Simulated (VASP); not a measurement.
## Relaxed cell of HfO2: a test of cutoff and mesh

Aim: test the relaxed volume of HfO2 against cutoff and mesh. The starting structure is a measured crystal structure from the Crystallography Open Database. The first relaxation on each setting starts from this cell expanded by 3 % in volume.

Main program and level: VASP 6.6.1; Kohn-Sham DFT with plane waves and PAW; PBEsol.

## 1. Set-up

Symmetry: P2_1/c, No. 14, monoclinic system. Conventional cell: a = 5.116 Å, b = 5.172 Å, c = 5.295 Å, α = 90.00°, β = 99.18°, γ = 90.00°. Nearest to Hf lie 7 O at 2.03 to 2.25 Å. Nearest to O lie 4 Hf at 2.16 to 2.25 Å. O has 3 Hf at 2.03 to 2.17 Å nearest. Farther neighbours and most contacts between anions are not listed.

As a file:

```cif
data_structure
_symmetry_space_group_name_H-M 'P 1'
_symmetry_Int_Tables_number 1
_cell_length_a 5.1156
_cell_length_b 5.1722
_cell_length_c 5.2948
_cell_angle_alpha 90.000
_cell_angle_beta 99.180
_cell_angle_gamma 90.000
_cell_volume 138.30
loop_
_atom_site_label
_atom_site_type_symbol
_atom_site_fract_x
_atom_site_fract_y
_atom_site_fract_z
_atom_site_occupancy
Hf1 Hf 0.27590 0.45880 0.70780 1
Hf2 Hf 0.72410 0.95880 0.79220 1
Hf3 Hf 0.72410 0.54120 0.29220 1
Hf4 Hf 0.27590 0.04120 0.20780 1
O5 O 0.44600 0.75200 0.98800 1
O6 O 0.55400 0.25200 0.51200 1
O7 O 0.55400 0.24800 0.01200 1
O8 O 0.44600 0.74800 0.48800 1
O9 O 0.07300 0.15400 0.83200 1
O10 O 0.92700 0.65400 0.66800 1
O11 O 0.92700 0.84600 0.16800 1
O12 O 0.07300 0.34600 0.33200 1
```

## 2. Reference relaxation

This run starts from the cell of an earlier relaxation, which isn't shown; the restart sets up the plane waves anew.

Contents of INCAR:

```
SYSTEM = HfO2
PREC = Accurate
ENCUT = 520
EDIFF = 1E-06
NELM = 100
ISMEAR = 0
SIGMA = 0.03
LREAL = .FALSE.
ALGO = Normal
GGA = PS
NBANDS = 56
LASPH = .TRUE.
LORBIT = 11
LWAVE = .FALSE.
LCHARG = .FALSE.
KPAR = 8
NCORE = 2
IBRION = 2
NSW = 50
ISIF = 3
EDIFFG = -0.006
```

Contents of POSCAR:

```
HfO2
1.0
    5.0767999776      0.0000000000     -0.0188476181
    0.0000000000      5.1572993179      0.0000000000
   -0.8575236136      0.0000000000      5.1743522081
Hf O
4 8
Direct
    0.2772579051      0.4573220550      0.7077287221
    0.7227420949      0.9573220550      0.7922712779
    0.7227420949      0.5426779450      0.2922712779
    0.2772579051      0.0426779450      0.2077287221
    0.4470868105      0.7417644687      0.9806604738
    0.5529131895      0.2417644687      0.5193395262
    0.5529131895      0.2582355313      0.0193395262
    0.4470868105      0.7582355313      0.4806604738
    0.0713993668      0.1623944578      0.8404625132
    0.9286006332      0.6623944578      0.6595374868
    0.9286006332      0.8376055422      0.1595374868
    0.0713993668      0.3376055422      0.3404625132
```

Contents of KPOINTS:

```
Automatic mesh
0
Gamma
4 4 4
0 0 0
```

The projector-augmented-wave data sets are Hf_pv and O (PBE family, release 64).

Run with:

```
mpirun -np 16 vasp_std
```

The program printed:

```text
[banner, memory and clock lines left out]
running   16 mpi-ranks, on    1 nodes
 distrk:  each k-point on    2 cores,    8 groups
 distr:  one band on    2 cores,    1 groups

 POSCAR found type information on POSCAR HfO
 POSCAR found :  2 types and      12 ions
|                                                                             |
|               ----> ADVICE to this user running VASP <----                  |
|                                                                             |
|     You enforced a specific xc type in the INCAR file but a different       |
|     [... a line on the potential file left out ...]
|     I HOPE YOU KNOW WHAT YOU ARE DOING!                                     |
|                                                                             |

 LDA part: xc-table for (Slater+PW92), standard interpolation
 POSCAR, INCAR and KPOINTS ok, starting setup
 FFT: planning ... GRIDC
 FFT: planning ... GRID_SOFT
 FFT: planning ... GRID
 WAVECAR not read
 entering main loop
       N       E                     dE             d eps       ncg     rms          rms(c)
DAV:   1     0.566935211378E+03    0.56694E+03   -0.50439E+04  3360   0.158E+03
DAV:   2    -0.111460457627E+03   -0.67840E+03   -0.65715E+03  4224   0.407E+02
DAV:   3    -0.146393267994E+03   -0.34933E+02   -0.34783E+02  3920   0.842E+01
DAV:   4    -0.146863623351E+03   -0.47036E+00   -0.46946E+00  4248   0.106E+01
DAV:   5    -0.146870607094E+03   -0.69837E-02   -0.69817E-02  3992   0.122E+00    0.115E+02
DAV:   6    -0.127828269512E+03    0.19042E+02   -0.97452E+01  3776   0.395E+01    0.939E+01
DAV:   7    -0.127453501876E+03    0.37477E+00   -0.53693E+00  4112   0.113E+01    0.497E+01
DAV:   8    -0.127415464450E+03    0.38037E-01   -0.37292E-01  3936   0.334E+00    0.884E+00
DAV:   9    -0.127382859371E+03    0.32605E-01   -0.14031E-01  3816   0.194E+00    0.437E+00
DAV:  10    -0.127381083708E+03    0.17757E-02   -0.14194E-02  4184   0.575E-01    0.436E-01
DAV:  11    -0.127381129241E+03   -0.45534E-04   -0.15756E-03  4064   0.217E-01    0.273E-01
DAV:  12    -0.127381230234E+03   -0.10099E-03   -0.39358E-04  3888   0.960E-02    0.247E-01
DAV:  13    -0.127381207697E+03    0.22537E-04   -0.11979E-04  3960   0.475E-02    0.483E-02
DAV:  14    -0.127381209132E+03   -0.14348E-05   -0.14134E-05  4384   0.191E-02    0.375E-02
DAV:  15    -0.127381210051E+03   -0.91894E-06   -0.17557E-06  2680   0.645E-03
   1 F= -.12738121E+03 E0= -.12738121E+03  d E =-.127381E+03
 curvature:   0.00 expect dE= 0.000E+00 dE for cont linesearch  0.000E+00
 trial: gam= 0.00000 g(F)=  0.109E-04 g(S)=  0.800E-05 ort = 0.000E+00 (trialstep = 0.100E+01)
 search vector abs. value=  0.189E-04
 reached required accuracy - stopping structural energy minimisation
```

The job ended after 25 s (16 MPI ranks of Intel Xeon Platinum 8259CL at 2.50GHz (Skylake/Cascade Lake), shared host; peak memory 3.9 GiB).

Lines that name or quote the potential files are left out of all logs, and their timing lines are given in words.

From OUTCAR (step 2):

```text
ion  position               nearest neighbor table
   1  0.277  0.457  0.708-   9 2.03  10 2.04  12 2.12   5 2.13   6 2.15   8 2.22   7 2.22   3 3.29
                             4 3.38   4 3.38   2 3.41   2 3.41   3 3.42   3 3.52
   2  0.723  0.957  0.792-  10 2.03   9 2.04  11 2.12   6 2.13   5 2.15   7 2.22   8 2.22   4 3.29
                             3 3.38   3 3.38   1 3.41   1 3.41   4 3.42   4 3.52
   3  0.723  0.543  0.292-  11 2.03  12 2.04  10 2.12   7 2.13   8 2.15   6 2.22   5 2.22   1 3.29
                             2 3.38   2 3.38   4 3.41   4 3.41   1 3.42   1 3.52
   4  0.277  0.043  0.208-  12 2.03  11 2.04   9 2.12   8 2.13   7 2.15   5 2.22   6 2.22   2 3.29
                             1 3.38   1 3.38   3 3.41   3 3.41   2 3.42   2 3.52
   5  0.447  0.742  0.981-   1 2.13   2 2.15   4 2.22   3 2.22
   6  0.553  0.242  0.519-   2 2.13   1 2.15   3 2.22   4 2.22
   7  0.553  0.258  0.019-   3 2.13   4 2.15   2 2.22   1 2.22
   8  0.447  0.758  0.481-   4 2.13   3 2.15   1 2.22   2 2.22
   9  0.071  0.162  0.840-   1 2.03   2 2.04   4 2.12
  10  0.929  0.662  0.660-   2 2.03   1 2.04   3 2.12
  11  0.929  0.838  0.160-   3 2.03   4 2.04   2 2.12
  12  0.071  0.338  0.340-   4 2.03   3 2.04   1 2.12

  LATTYP: Found a simple monoclinic cell.
 ALAT       =     5.0768349634
 B/A-ratio  =     1.0158493146
 C/A-ratio  =     1.0331097677
 COS(beta)  =    -0.1671571826

 Subroutine GETGRP returns: Found  4 space group operations
 (whereof  2 operations were pure point group operations)

The static configuration has the point symmetry S_2 .
 The point group associated with its full space group is C_2h.

 Found     30 irreducible k-points:

   k-points           NKPTS =     30   k-points in BZ     NKDIM =     30   number of bands    NBANDS=     56

   dimension x,y,z NGX =    40 NGY =   40 NGZ =   40
   dimension x,y,z NGXF=    80 NGYF=   80 NGZF=   80

   ENCUT  =  520.0 eV  38.22 Ry    6.18 a.u.   9.44  9.59  9.75*2*pi/ulx,y,z

   NELECT =      88.0000    total number of electrons

 k-points in reciprocal lattice and weights: Automatic mesh
   0.00000000  0.00000000  0.00000000       0.016
   0.25000000  0.00000000  0.00000000       0.031
   0.50000000  0.00000000  0.00000000       0.016
   0.00000000  0.25000000  0.00000000       0.031
   0.25000000  0.25000000  0.00000000       0.062
   0.50000000  0.25000000  0.00000000       0.031
   0.00000000  0.50000000  0.00000000       0.016
   0.25000000  0.50000000  0.00000000       0.031
   0.50000000  0.50000000  0.00000000       0.016
[...]
0.25000000  0.50000000  0.50000000       0.031
   0.50000000  0.50000000  0.50000000       0.016

 average (electrostatic) potential at core
       1 -37.2772       2 -37.2772       3 -37.2772       4 -37.2772       5 -70.5613
       6 -70.5613       7 -70.5613       8 -70.5613       9 -70.1091      10 -70.1091
      11 -70.1091      12 -70.1091

 E-fermi :   3.2544

 k-point     1 :       0.0000    0.0000    0.0000
  band No.  band energies     occupation
    ...
     40       2.0765      2.00000
     41       2.4952      2.00000
     42       2.5862      2.00000
     43       2.9202      2.00000
     44       3.1257      2.00000
     45       7.5675      0.00000
     46       8.2209      0.00000
     47       8.3204      0.00000
     48       8.6327      0.00000
     49       8.8349      0.00000
    ...

 k-point     2 :       0.2500    0.0000    0.0000
  band No.  band energies     occupation
    ...
     40       2.1595      2.00000
     41       2.3887      2.00000
     42       2.5225      2.00000
     43       2.5848      2.00000
     44       3.0776      2.00000
     45       7.4744      0.00000
     46       7.8894      0.00000
     47       8.3034      0.00000
     48       8.4701      0.00000
     49       9.0123      0.00000
    ...

 k-point     3 :       0.5000    0.0000    0.0000
  band No.  band energies     occupation
    ...
     40       2.1590      2.00000
     41       2.3672      2.00000
     42       2.4852      2.00000
     43       2.6851      2.00000
     44       3.0283      2.00000
     45       7.0864      0.00000
     46       8.2200      0.00000
     47       8.3600      0.00000
     48       8.3811      0.00000
     49       8.9671      0.00000
    ...

  Total        0.0284098      0.0021994      0.0224865      0.0000000      0.0000000     -0.0183483
  in kB        0.3361840      0.0260258      0.2660914      0.0000000      0.0000000     -0.2171227
  external PRESSURE =       0.2094337 kB  Pullay stress =       0.0000000 kB

  energy-cutoff  :      520.00
  volume of cell :      135.39
      direct lattice vectors                 reciprocal lattice vectors
     5.076799978  0.000000000 -0.018847618     0.197095737  0.000000000  0.032663847
     0.000000000  5.157299318  0.000000000     0.000000000  0.193899935  0.000000000
    -0.857523614  0.000000000  5.174352208     0.000717923  0.000000000  0.193379885

 POSITION                                       TOTAL-FORCE (eV/Angst)
 -----------------------------------------------------------------------------------
      0.80069      2.35855      3.65681         0.004984     -0.001005     -0.001382
      2.98983      4.93720      4.08587        -0.004984     -0.001005      0.001382
      3.41859      2.79875      1.49869        -0.004984      0.001005      0.001382
      1.22945      0.22010      1.06964         0.004984      0.001005     -0.001382
      1.42883      3.82550      5.06586        -0.002824      0.000955      0.000866
      2.36168      1.24685      2.67682         0.002824      0.000955     -0.000866
      2.79045      1.33180      0.08965         0.002824     -0.000955     -0.000866
      1.85759      3.91045      2.47868        -0.002824     -0.000955      0.000866
     -0.35824      0.83752      4.34750        -0.001746     -0.003539      0.001832
      4.14875      3.41617      3.39518         0.001746     -0.003539     -0.001832
      4.57751      4.31978      0.80800         0.001746      0.003539     -0.001832
      0.07053      1.74113      1.76033        -0.001746      0.003539      0.001832
 -----------------------------------------------------------------------------------
    total drift:                                0.000000     -0.000000      0.000000

  FREE ENERGIE OF THE ION-ELECTRON SYSTEM (eV)
  ---------------------------------------------------
  free  energy   TOTEN  =      -127.3812100509 eV

  energy  without entropy=     -127.3812100509  energy(sigma->0) =     -127.38121005

 reached required accuracy - stopping structural energy minimisation

 total charge
# of ion       s       p       d       tot
------------------------------------------
    1        0.323   6.667   1.529   8.518
    2        0.323   6.667   1.529   8.518
    3        0.323   6.667   1.529   8.518
    4        0.323   6.667   1.529   8.518
    5        1.553   3.536   0.000   5.089
    6        1.553   3.536   0.000   5.089
    7        1.553   3.536   0.000   5.089
    8        1.553   3.536   0.000   5.089
    9        1.559   3.542   0.000   5.101
   10        1.559   3.542   0.000   5.101
   11        1.559   3.542   0.000   5.101
   12        1.559   3.542   0.000   5.101
--------------------------------------------------
tot         13.739  54.978   6.114  74.832

[... 3 further parts left out ...]
```

The PAW data sets were made with PBE, which is usual practice but a small mismatch for other functionals. The run keeps the 4 symmetry operations of its start, so it cannot find a distortion of lower symmetry.

The reference relaxation ends at 11.283 Å³ an atom. Pressures at 0.985 and 1.015 times this volume, from two more relaxations that aren't shown, give a bulk modulus of 188.1 GPa.

## 3. Relaxation with a cutoff of 400 eV

Against step 2 the input has ENCUT = 400. This run starts from the cell of an earlier relaxation, which isn't shown; the restart sets up the plane waves anew.

INCAR, as its differences from that of step 2:

```diff
@@ -2,3 +2,3 @@
 PREC = Accurate
-ENCUT = 520
+ENCUT = 400
 EDIFF = 1E-06
```

Contents of POSCAR:

```
HfO2
1.0
    5.0370543286      0.0000000000     -0.0034874361
    0.0000000000      5.1460241976      0.0000000000
   -0.8353679094      0.0000000000      5.1244044609
Hf O
4 8
Direct
    0.2778570434      0.4579466070      0.7079559805
    0.7221429566      0.9579466070      0.7920440195
    0.7221429566      0.5420533930      0.2920440195
    0.2778570434      0.0420533930      0.2079559805
    0.4450031189      0.7406573565      0.9829018367
    0.5549968811      0.2406573565      0.5170981633
    0.5549968811      0.2593426435      0.0170981633
    0.4450031189      0.7593426435      0.4829018367
    0.0767365136      0.1523298342      0.8318286362
    0.9232634864      0.6523298342      0.6681713638
    0.9232634864      0.8476701658      0.1681713638
    0.0767365136      0.3476701658      0.3318286362
```

KPOINTS is that of step 2.

Run with:

```
mpirun -np 16 vasp_std
```

The program printed:

```text
[banner, memory and clock lines left out]
running   16 mpi-ranks, on    1 nodes
[...]
[... a notice as in an earlier step ...]

 LDA part: xc-table for (Slater+PW92), standard interpolation
 POSCAR, INCAR and KPOINTS ok, starting setup
[...]
entering main loop
       N       E                     dE             d eps       ncg     rms          rms(c)
DAV:   1     0.494647543906E+03    0.49465E+03   -0.43520E+04  3360   0.129E+03
DAV:   2    -0.116374691622E+03   -0.61102E+03   -0.59252E+03  4240   0.367E+02
DAV:   3    -0.146134789608E+03   -0.29760E+02   -0.29641E+02  3928   0.762E+01
DAV:   4    -0.146510788235E+03   -0.37600E+00   -0.37544E+00  4216   0.931E+00
[...]
DAV:  13    -0.127486032883E+03    0.19200E-04   -0.10879E-04  3912   0.449E-02    0.352E-02
DAV:  14    -0.127486034152E+03   -0.12687E-05   -0.11338E-05  4280   0.169E-02    0.324E-02
DAV:  15    -0.127486034973E+03   -0.82089E-06   -0.14873E-06  2512   0.606E-03
   1 F= -.12748603E+03 E0= -.12748603E+03  d E =-.127486E+03
[... from here on, the cycles between the ionic steps are left out ...]
   2 F= -.12745826E+03 E0= -.12745826E+03  d E =0.277744E-01
   3 F= -.12749382E+03 E0= -.12749382E+03  d E =-.778364E-02
   5 F= -.12749452E+03 E0= -.12749452E+03  d E =-.700917E-03
   7 F= -.12749504E+03 E0= -.12749504E+03  d E =-.520601E-03
   9 F= -.12749547E+03 E0= -.12749547E+03  d E =-.434533E-03
  11 F= -.12749621E+03 E0= -.12749621E+03  d E =-.739072E-03
  13 F= -.12749636E+03 E0= -.12749636E+03  d E =-.882923E-03
  15 F= -.12749713E+03 E0= -.12749713E+03  d E =-.770538E-03
  17 F= -.12749733E+03 E0= -.12749733E+03  d E =-.975138E-03
  19 F= -.12749779E+03 E0= -.12749779E+03  d E =-.453550E-03
  21 F= -.12749822E+03 E0= -.12749822E+03  d E =-.432427E-03
  23 F= -.12749836E+03 E0= -.12749836E+03  d E =-.139871E-03
  24 F= -.12749839E+03 E0= -.12749839E+03  d E =-.310648E-04
 trial-energy change:   -0.000031  1 .order   -0.000029   -0.000049   -0.000009
 step:   0.6246(harm=  0.6246)  dis= 0.00047  next Energy=  -127.498389 (dE=-0.301E-04)
 reached required accuracy - stopping structural energy minimisation
```

Wall time 2.8 min (16 MPI ranks); peak memory 5.1 GiB; 44 min of CPU time.

OUTCAR, selected parts (step 3):

```text
  Total        0.0092801      0.0040801     -0.0004810      0.0000000      0.0000000     -0.0135470
  in kB        0.1132673      0.0497995     -0.0058707      0.0000000      0.0000000     -0.1653470
  external PRESSURE =       0.0523987 kB  Pullay stress =       0.0000000 kB

 POSITION                                       TOTAL-FORCE (eV/Angst)
 -----------------------------------------------------------------------------------
      0.81188      2.35919      3.60539        -0.004351      0.001845     -0.002663
      2.96754      4.93342      4.03251         0.004351      0.001845      0.002663
      3.37790      2.78927      1.48874         0.004351     -0.001845      0.002663
      1.22224      0.21504      1.06162        -0.004351     -0.001845     -0.002663
      1.41605      3.80912      5.01132         0.002393      0.004455     -0.002273
      2.36338      1.23489      2.62658        -0.002393      0.004455      0.002273
      2.77374      1.33934      0.08281        -0.002393     -0.004455      0.002273
      1.82641      3.91357      2.46756         0.002393     -0.004455     -0.002273
     -0.27573      0.75000      4.20243         0.000296     -0.000356     -0.000127
      4.05515      3.32423      3.43547        -0.000296     -0.000356      0.000127
      4.46551      4.39847      0.89171        -0.000296      0.000356      0.000127
      0.13463      1.82423      1.65866         0.000296      0.000356     -0.000127
 -----------------------------------------------------------------------------------
    total drift:                                0.000000     -0.000000     -0.000000

  FREE ENERGIE OF THE ION-ELECTRON SYSTEM (eV)
  ---------------------------------------------------
  free  energy   TOTEN  =      -127.4983896404 eV

  energy  without entropy=     -127.4983896404  energy(sigma->0) =     -127.49838964

[... 2 parts as in an earlier step ...]

[... 2 further parts left out ...]
[key lines of the parts left out:]
E-fermi :   3.4970
```

Logs of long relaxations may skip ionic steps without a mark.

With a cutoff of 400 eV the cell ends at 10.939 Å³ an atom, -3.05 % from the reference, and since the restart alone still moved it by -1.2 % it may not have settled; the bulk modulus is 180.5 GPa against 188.1 GPa.

(Continued in part 2 of 2.)

[Lines on the potential files, build, host, timing and source positions are cut from VASP's logs without a mark.]

[Logs are printed without paths, hosts, clocks, repeated set-up lines and the standing remarks that a program may print on its own settings, such as how far it seeks lower states.]

[Hosts, paths, dates, database ids (printed as entryN), source tags and the programs' standing remarks are cut or masked in the printed files.]
